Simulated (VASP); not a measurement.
**NaCl in VASP: one cell, several levels of theory**

Aim: gap, levels, forces and stress of NaCl in the rocksalt structure, under +1.0 % equal strain in all directions at fixed geometry. Runs: PBE, r2SCAN. The results are then set beside those of Ansatz 0.2.0 for the same cell.

Program: VASP 6.6.1. PAW datasets, plane waves. Computed at 0 K without zero-point motion; spin polarisation is off.

## Step 1: Starting point

The cell comes from an earlier relaxation with r2SCAN in another program.

The symmetry is Fm-3m (No. 225, cubic); conventional cell a = 5.661 Å, 22.68 Å³ an atom. Na has 6 Cl at 2.83 Å; Cl has 6 Na at 2.83 Å.

The structure in full:

```
CELL_PARAMETERS angstrom
0.00000 2.83073 2.83073
2.83073 0.00000 2.83073
2.83073 2.83073 0.00000
ATOMIC_POSITIONS crystal
Na 0.00000 0.00000 0.00000
Cl 0.50000 0.50000 0.50000
```

## Step 2: Single point with PBE

File INCAR:

```
ENCUT = 520.000000
SIGMA = 0.020000
EDIFF = 1.00e-07
GGA = PE
PREC = Accurate
IBRION = -1
ISIF = 2
ISMEAR = -1
NBANDS = 14
NELM = 120
NSW = 0
LASPH = .TRUE.
LCHARG = .TRUE.
LELF = .TRUE.
LWAVE = .FALSE.
LREAL = .FALSE.
```

File KPOINTS:

```
KPOINTS created by Atomic Simulation Environment
0
Gamma
8 8 8
0 0 0
```

File KPOINTS_OPT:

```
special points
6
Reciprocal
0.0000000000 0.0000000000 0.0000000000 1
0.5000000000 0.0000000000 0.5000000000 1
0.6250000000 0.2500000000 0.6250000000 1
0.3750000000 0.3750000000 0.7500000000 1
0.5000000000 0.5000000000 0.5000000000 1
0.5000000000 0.2500000000 0.7500000000 1
```

File POSCAR:

```
Na Cl
 1.0000000000000000
     0.0000000000000000    2.8307258136000000    2.8307258136000000
     2.8307258136000000    0.0000000000000000    2.8307258136000000
     2.8307258136000000    2.8307258136000000    0.0000000000000000
 Na  Cl
   1   1
Cartesian
  0.0000000000000000  0.0000000000000000  0.0000000000000000
  2.8307258136000000  2.8307258136000000  2.8307258136000000
```

The run uses the recommended PBE PAW datasets (14 valence electrons a neutral cell).

On the command line:

```console
mpirun -np 1 vasp_std
```

Printed to the terminal (iteration lines stand in OSZICAR):

```text
POSCAR found type information on POSCAR NaCl
 POSCAR found :  2 types and       2 ions
 LDA part: xc-table for (Slater+PW92), standard interpolation
 POSCAR, INCAR and KPOINTS ok, starting setup
 FFT: planning ... GRIDC
 FFT: planning ... GRID_SOFT
 FFT: planning ... GRID
 WAVECAR not read
 entering main loop
 Start KPOINTS_OPT (optional k-point list driver)
k-point batch [1-6\6]
```

OSZICAR:

```text
N       E                     dE             d eps       ncg     rms          rms(c)
DAV:   1     0.102728153480E+03    0.10273E+03   -0.70915E+03   812   0.102E+03
DAV:   2     0.210391445976E+01   -0.10062E+03   -0.91797E+02   848   0.269E+02
DAV:   3    -0.682703636690E+01   -0.89310E+01   -0.88723E+01  1052   0.744E+01
DAV:   4    -0.697389709823E+01   -0.14686E+00   -0.14679E+00   956   0.104E+01
DAV:   5    -0.697695494843E+01   -0.30579E-02   -0.30576E-02  1094   0.152E+00    0.215E+00
DAV:   6    -0.678246070411E+01    0.19449E+00   -0.32614E-01   980   0.328E+00    0.160E+00
DAV:   7    -0.677088178378E+01    0.11579E-01   -0.81481E-02  1090   0.162E+00    0.109E+00
DAV:   8    -0.677666817609E+01   -0.57864E-02   -0.10053E-02   890   0.856E-01    0.295E-01
DAV:   9    -0.677655621664E+01    0.11196E-03   -0.21593E-04  1040   0.112E-01    0.163E-01
DAV:  10    -0.677668294934E+01   -0.12673E-03   -0.33772E-04   902   0.140E-01    0.700E-02
DAV:  11    -0.677667144402E+01    0.11505E-04   -0.19781E-05  1040   0.404E-02    0.167E-02
DAV:  12    -0.677667138139E+01    0.62633E-07   -0.25777E-06   968   0.145E-02    0.147E-03
DAV:  13    -0.677667197289E+01   -0.59150E-06   -0.32979E-07   998   0.385E-03    0.331E-03
DAV:  14    -0.677667178009E+01    0.19280E-06   -0.40854E-08   682   0.111E-03    0.260E-04
DAV:  15    -0.677667177498E+01    0.51091E-08   -0.30467E-09   538   0.499E-04
   1 F= -.67766718E+01 E0= -.67766718E+01  d E =-.298286E-11
       N       E                     dE             ncg
DAV:   1    -0.168439748153E+02   -0.28190E+04      174
DAV:   2    -0.602420902815E+03   -0.58558E+03      180
DAV:   3    -0.651381326127E+03   -0.48960E+02      204
DAV:   4    -0.652198007084E+03   -0.81668E+00      204
DAV:   5    -0.652214471813E+03   -0.16465E-01      204
DAV:   6    -0.652215018930E+03   -0.54712E-03      218
DAV:   7    -0.652215038224E+03   -0.19294E-04      218
DAV:   8    -0.652215038931E+03   -0.70686E-06      208
DAV:   9    -0.652215038964E+03   -0.33681E-07      186
```

The lines after F= are the extra pass for the points of KPOINTS_OPT, at fixed density; their E is not a total energy.

OUTCAR, selected sections:

```text
k-points           NKPTS =     29   k-points in BZ     NKDIM =     29   number of bands    NBANDS=     14

   NELECT =      14.0000    total number of electrons

   dimension x,y,z NGX =    30 NGY =   30 NGZ =   30
   dimension x,y,z NGXF=    60 NGYF=   60 NGZF=   60

  energy-cutoff  :      520.00
  volume of cell :       45.37
      direct lattice vectors                 reciprocal lattice vectors
     0.000000000  2.830725814  2.830725814    -0.176633144  0.176633144  0.176633144
     2.830725814  0.000000000  2.830725814     0.176633144 -0.176633144  0.176633144
     2.830725814  2.830725814  0.000000000     0.176633144  0.176633144 -0.176633144

 k-points in reciprocal lattice and weights: KPOINTS created by Atomic Simulation Env
   0.00000000  0.00000000  0.00000000       0.002
   0.12500000  0.00000000  0.00000000       0.016
   0.25000000  0.00000000  0.00000000       0.016
   0.37500000  0.00000000  0.00000000       0.016
   0.50000000  0.00000000  0.00000000       0.008
   0.12500000  0.12500000  0.00000000       0.012
   0.25000000  0.12500000  0.00000000       0.047
   0.37500000  0.12500000  0.00000000       0.047
[... 21 more k-points ...]

 E-fermi :  -0.3567

 k-point     1 :       0.0000    0.0000    0.0000
  band No.  band energies     occupation
      1     -21.6373      2.00000
      2     -21.6373      2.00000
      3     -21.6373      2.00000
      4     -13.4303      2.00000
      5      -0.7970      2.00000
      6      -0.7970      2.00000
      7      -0.7970      2.00000
      8       4.2669      0.00000
      9      10.3116      0.00000
     10      10.3116      0.00000
     11      10.3116      0.00000
     12      12.4574      0.00000
     13      12.4574      0.00000
     14      14.0460      0.00000

 k-point     2 :       0.1250    0.0000    0.0000
  band No.  band energies     occupation
      1     -21.6414      2.00000
      2     -21.6376      2.00000
      3     -21.6376      2.00000
      4     -13.3849      2.00000
      5      -1.1587      2.00000
      6      -0.8367      2.00000
      7      -0.8367      2.00000
      8       4.7579      0.00000
      9       9.7687      0.00000
     10      10.5005      0.00000
     11      10.5005      0.00000
     12      12.1906      0.00000
     13      12.1906      0.00000
     14      14.9416      0.00000

 k-point     3 :       0.2500    0.0000    0.0000
  band No.  band energies     occupation
      1     -21.6512      2.00000
      2     -21.6383      2.00000
      3     -21.6383      2.00000
      4     -13.2722      2.00000
      5      -1.8734      2.00000
      6      -0.9295      2.00000
      7      -0.9295      2.00000
      8       5.7332      0.00000
      9       9.1896      0.00000
     10      10.5783      0.00000
     11      10.5783      0.00000
     12      12.4032      0.00000
     13      12.4032      0.00000
     14      14.7298      0.00000

 k-point     4 :       0.3750    0.0000    0.0000
  band No.  band energies     occupation
      1     -21.6609      2.00000
      2     -21.6390      2.00000
      3     -21.6390      2.00000
      4     -13.1549      2.00000
      5      -2.4639      2.00000
      6      -1.0184      2.00000
      7      -1.0184      2.00000
      8       6.3434      0.00000
      9       9.3795      0.00000
     10      10.2864      0.00000
     11      10.2864      0.00000
     12      13.7453      0.00000
     13      13.7454      0.00000
     14      14.2210      0.00000

 k-point     5 :       0.5000    0.0000    0.0000
  band No.  band energies     occupation
      1     -21.6648      2.00000
      2     -21.6393      2.00000
      3     -21.6393      2.00000
      4     -13.1049      2.00000
      5      -2.6861      2.00000
      6      -1.0542      2.00000
      7      -1.0542      2.00000
      8       6.4565      0.00000
      9       9.7349      0.00000
     10      10.1477      0.00000
     11      10.1477      0.00000
     12      14.1143      0.00000
     13      15.3217      0.00000
     14      15.3217      0.00000

[... the tables of k-points 6 to 29 left out ...]

  Total        0.1181590      0.1181590      0.1181590      0.0000000     -0.0000000      0.0000000
  in kB        4.1730540      4.1730540      4.1730540      0.0000000     -0.0000000      0.0000000
  external PRESSURE =       4.1730540 kB  Pullay stress =       0.0000000 kB

 POSITION                                       TOTAL-FORCE (eV/Angst)
 -----------------------------------------------------------------------------------
      0.00000      0.00000      0.00000        -0.000000      0.000000     -0.000000
      2.83073      2.83073      2.83073         0.000000      0.000000      0.000000
 -----------------------------------------------------------------------------------
    total drift:                               -0.000000      0.000000      0.000000

  FREE ENERGIE OF THE ION-ELECTRON SYSTEM (eV)
  ---------------------------------------------------
  free  energy   TOTEN  =        -6.7766717750 eV

  energy  without entropy=       -6.7766717750  energy(sigma->0) =       -6.77667177
```

Hardware: 1 MPI rank of Intel Xeon Platinum 8488C, shared host.

The levels at the points of KPOINTS_OPT are read from vasprun.xml.

Band energies at the special points (eV, zero at the top of v, the last band that the electrons fill by count):

```
point    v−1      v     c    c+1
    Γ   0.00   0.00  5.06  11.11
    X  -0.58  -0.58  7.50   8.09
    U  -1.09  -0.48  8.22   9.00
    K  -1.09  -0.48  8.22   9.00
    L  -0.26  -0.26  7.25  10.53
    W  -1.16  -0.74  8.78   9.67
```

The PBE gap is 5.06 eV, direct at Γ. The pressure is 0.42 GPa; the forces vanish within 0.01 eV/Å.

The maps below are laid out on this run's own conventional cell (a, b, c = 5.661, 5.661, 5.661 Å).

Density in a lattice plane of the grid's cell (edges 5.66 and 5.66 Å, at 0.000 of the third edge), which holds Na and Cl.

Ten even steps from '0' (-0.01 e/Å³) to '9' (11.84 e/Å³):
```
752000000111011100000025
210000000011111000000001
000000000000000000000000
000000000000000000000000
000000000000000000000000
000000000000000000000000
000000000000000000000000
111000000001210000000011
011100000025752000000111
001100000037973000000110
011100000025752000000111
111000000001210000000011
000000000000000000000000
000000000000000000000000
000000000000000000000000
000000000000000000000000
000000000000000000000000
210000000011111000000001
752000000111011100000025
973000000110001100000037
```
Columns run along the first of these edges and rows up along the second, over one cell in 24 and 20 even steps from the bottom left corner. Atoms in the plane (fractional): Na at (0.00, 0.00), Na at (0.50, 0.50), Cl at (0.00, 0.50), Cl at (0.50, 0.00).

ELF in the same plane.

Ten even steps from '0' (0.01) to '9' (0.88):
```
013300489997679998400331
333100379999999997300133
110000258999999985200001
000000025788988752000000
444310001344444310001344
988752000000000000025788
999985200001110000258999
999997300133333100379999
679998400331013300489997
258998400320002300489985
679998400331013300489997
999997300133333100379999
999985200001110000258999
988752000000000000025788
444310001344444310001344
000000025788988752000000
110000258999999985200001
333100379999999997300133
013300489997679998400331
002300489985258998400320
```
Columns run along the first of these edges and rows up along the second, over one cell in 24 and 20 even steps from the bottom left corner. Atoms in the plane (fractional): Na at (0.00, 0.00), Na at (0.50, 0.50), Cl at (0.00, 0.50), Cl at (0.50, 0.00).

Both are smooth fields of the valence electrons: close to the nuclei they are not physical.

Maxima of ELF outside the ion cores: 0.88 in the shell around Cl, 0.8 Å from Cl.

## Step 3: r2SCAN

File INCAR:

```
ENCUT = 520.000000
SIGMA = 0.010000
EDIFF = 1.00e-07
ALGO = Normal
METAGGA = R2SCAN
PREC = Accurate
IBRION = -1
ISIF = 2
ISMEAR = 0
NBANDS = 14
NELM = 120
NSW = 0
LASPH = .TRUE.
LCHARG = .FALSE.
LWAVE = .FALSE.
LREAL = .FALSE.
```

KPOINTS is that of step 2.

KPOINTS_OPT is that of step 2.

POSCAR is that of step 2.

On the command line:

```console
mpirun -np 1 vasp_std
```

Standard output, without the iteration lines:

```text
POSCAR found type information on POSCAR NaCl
 POSCAR found :  2 types and       2 ions
 -----------------------------------------------------------------------------
|                                                                             |
|                                                                             |
|     You enforced a specific xc type in the INCAR file but a different       |
|     I HOPE YOU KNOW WHAT YOU ARE DOING!                                     |
|                                                                             |
 -----------------------------------------------------------------------------

 LDA part: xc-table for (None), standard interpolation
 POSCAR, INCAR and KPOINTS ok, starting setup
 FFT: planning ... GRIDC
 FFT: planning ... GRID_SOFT
 FFT: planning ... GRID
 WAVECAR not read
 entering main loop
 Start KPOINTS_OPT (optional k-point list driver)
k-point batch [1-6\6]
```

OSZICAR:

```text
N       E                     dE             d eps       ncg     rms          rms(c)
DAV:   1     0.964357646483E+02    0.96436E+02   -0.72512E+03   812   0.104E+03
DAV:   2    -0.666116446517E+01   -0.10310E+03   -0.94054E+02   848   0.277E+02
DAV:   3    -0.158115517256E+02   -0.91504E+01   -0.90859E+01  1040   0.763E+01
DAV:   4    -0.159681507063E+02   -0.15660E+00   -0.15651E+00   986   0.109E+01
DAV:   5    -0.159714642158E+02   -0.33135E-02   -0.33134E-02  1092   0.158E+00    0.225E+00
DAV:   6    -0.137937228698E+02    0.21777E+01   -0.53880E-01   854   0.736E+00    0.232E+00
DAV:   7    -0.137776992396E+02    0.16024E-01   -0.15529E-01  1040   0.275E+00    0.123E+00
DAV:   8    -0.137834005819E+02   -0.57013E-02   -0.65466E-03   962   0.602E-01    0.461E-01
DAV:   9    -0.137853617712E+02   -0.19612E-02   -0.42696E-03   884   0.572E-01    0.135E-01
DAV:  10    -0.137854159628E+02   -0.54192E-04   -0.11334E-04  1094   0.833E-02    0.298E-02
DAV:  11    -0.137854315849E+02   -0.15622E-04   -0.74132E-05   968   0.702E-02    0.409E-02
DAV:  12    -0.137854336271E+02   -0.20421E-05   -0.44139E-06  1024   0.159E-02    0.377E-03
DAV:  13    -0.137854334073E+02    0.21973E-06   -0.13239E-07   980   0.324E-03    0.551E-04
DAV:  14    -0.137854334503E+02   -0.42974E-07   -0.14875E-08   682   0.127E-03
   1 F= -.13785433E+02 E0= -.13785433E+02  d E =-.874098E-19
       N       E                     dE             ncg
DAV:   1    -0.541447006471E+02   -0.28563E+04      174
DAV:   2    -0.670613645933E+03   -0.61647E+03      192
DAV:   3    -0.719970986194E+03   -0.49357E+02      204
DAV:   4    -0.720743450704E+03   -0.77246E+00      192
DAV:   5    -0.720761784686E+03   -0.18334E-01      222
DAV:   6    -0.720762448302E+03   -0.66362E-03      200
DAV:   7    -0.720762473794E+03   -0.25492E-04      258
DAV:   8    -0.720762474303E+03   -0.50893E-06      170
DAV:   9    -0.720762474330E+03   -0.26846E-07      198
```

Parts of OUTCAR:

```text
k-points           NKPTS =     29   k-points in BZ     NKDIM =     29   number of bands    NBANDS=     14

   NELECT =      14.0000    total number of electrons

   dimension x,y,z NGX =    30 NGY =   30 NGZ =   30
   dimension x,y,z NGXF=    60 NGYF=   60 NGZF=   60

  energy-cutoff  :      520.00
  volume of cell :       45.37
      direct lattice vectors                 reciprocal lattice vectors
     0.000000000  2.830725814  2.830725814    -0.176633144  0.176633144  0.176633144
     2.830725814  0.000000000  2.830725814     0.176633144 -0.176633144  0.176633144
     2.830725814  2.830725814  0.000000000     0.176633144  0.176633144 -0.176633144

 k-points in reciprocal lattice and weights: KPOINTS created by Atomic Simulation Env
   0.00000000  0.00000000  0.00000000       0.002
   0.12500000  0.00000000  0.00000000       0.016
   0.25000000  0.00000000  0.00000000       0.016
   0.37500000  0.00000000  0.00000000       0.016
   0.50000000  0.00000000  0.00000000       0.008
   0.12500000  0.12500000  0.00000000       0.012
   0.25000000  0.12500000  0.00000000       0.047
   0.37500000  0.12500000  0.00000000       0.047
[... 21 more k-points ...]

 E-fermi :  -1.1712

 k-point     1 :       0.0000    0.0000    0.0000
  band No.  band energies     occupation
      1     -22.7697      2.00000
      2     -22.7693      2.00000
      3     -22.7693      2.00000
      4     -14.4255      2.00000
      5      -1.2291      2.00000
      6      -1.2291      2.00000
      7      -1.2291      2.00000
      8       4.6454      0.00000
      9      10.5200      0.00000
     10      10.5200      0.00000
     11      10.5200      0.00000
     12      12.7550      0.00000
     13      12.7550      0.00000
     14      14.3206      0.00000

 k-point     2 :       0.1250    0.0000    0.0000
  band No.  band energies     occupation
      1     -22.7733      2.00000
      2     -22.7699      2.00000
      3     -22.7696      2.00000
      4     -14.3794      2.00000
      5      -1.5799      2.00000
      6      -1.2710      2.00000
      7      -1.2710      2.00000
      8       5.1301      0.00000
      9       9.9764      0.00000
     10      10.7261      0.00000
     11      10.7262      0.00000
     12      12.5298      0.00000
     13      12.5298      0.00000
     14      15.3185      0.00000

 k-point     3 :       0.2500    0.0000    0.0000
  band No.  band energies     occupation
      1     -22.7828      2.00000
      2     -22.7705      2.00000
      3     -22.7702      2.00000
      4     -14.2652      2.00000
      5      -2.2911      2.00000
      6      -1.3689      2.00000
      7      -1.3689      2.00000
      8       6.0872      0.00000
      9       9.4515      0.00000
     10      10.8798      0.00000
     11      10.8800      0.00000
     12      12.7517      0.00000
     13      12.7518      0.00000
     14      15.3976      0.00000

 k-point     4 :       0.3750    0.0000    0.0000
  band No.  band energies     occupation
      1     -22.7923      2.00000
      2     -22.7711      2.00000
      3     -22.7708      2.00000
      4     -14.1465      2.00000
      5      -2.8894      2.00000
      6      -1.4629      2.00000
      7      -1.4628      2.00000
      8       6.6210      0.00000
      9       9.8170      0.00000
     10      10.6397      0.00000
     11      10.6400      0.00000
     12      14.1238      0.00000
     13      14.1239      0.00000
     14      14.8368      0.00000

 k-point     5 :       0.5000    0.0000    0.0000
  band No.  band energies     occupation
      1     -22.7962      2.00000
      2     -22.7714      2.00000
      3     -22.7711      2.00000
      4     -14.0959      2.00000
      5      -3.1160      2.00000
      6      -1.5007      2.00000
      7      -1.5007      2.00000
      8       6.6940      0.00000
      9      10.2906      0.00000
     10      10.5126      0.00000
     11      10.5130      0.00000
     12      14.6724      0.00000
     13      15.7492      0.00000
     14      15.7493      0.00000

[... the tables of k-points 6 to 29 left out ...]

  Total       -0.2737794     -0.2737794     -0.2737794      0.0000000      0.0000000     -0.0000000
  in kB       -9.6691422     -9.6691422     -9.6691422      0.0000000      0.0000000     -0.0000000
  external PRESSURE =      -9.6691422 kB  Pullay stress =       0.0000000 kB

 POSITION                                       TOTAL-FORCE (eV/Angst)
 -----------------------------------------------------------------------------------
      0.00000      0.00000      0.00000         0.000000      0.000000     -0.000000
      2.83073      2.83073      2.83073        -0.000000     -0.000000      0.000000
 -----------------------------------------------------------------------------------
    total drift:                               -0.000000      0.000000      0.000000

  FREE ENERGIE OF THE ION-ELECTRON SYSTEM (eV)
  ---------------------------------------------------
  free  energy   TOTEN  =       -13.7854334503 eV

  energy  without entropy=      -13.7854334503  energy(sigma->0) =      -13.78543345
```

Hardware: 1 MPI rank of Intel Xeon Platinum 8488C, shared host.

The levels at the points of KPOINTS_OPT are read from vasprun.xml.

Near the gap, in eV above the top of the last filled band v; c is the band after it:

```
point    v−1      v     c    c+1
    Γ   0.00   0.00  5.87  11.75
    X  -0.60  -0.60  8.41   8.62
    U  -1.10  -0.50  8.98   9.78
    K  -1.10  -0.50  8.98   9.78
    L  -0.27  -0.27  7.92  11.52
    W  -1.18  -0.74  9.72  10.34
```

Gap with r2SCAN: 5.87 eV, direct (Γ). The pressure is -0.97 GPa; the forces vanish within 0.01 eV/Å.

## Step 4: Results

| level | gap (eV) | pressure (GPa) | Ansatz: gap (eV) | Ansatz: pressure (GPa) |
| --- | --- | --- | --- | --- |
| PBE | 5.06 | 0.42 | 5.06 | 0.45 |
| r2SCAN | 5.87 | -0.97 | 5.85 | -0.73 |

**Reading.** The gap spans 5.06 eV (PBE) to 5.87 eV (r2SCAN). The pressure is highest with PBE (0.4 GPa) and lowest with r2SCAN (-1.0 GPa), which orders the cells that they would relax to. The two programs agree on the gap within 0.03 eV, far less than the spread between functionals. The two codes have different PAW datasets and cutoffs. VASP's cell holds 14 valence electrons and Ansatz's 16.
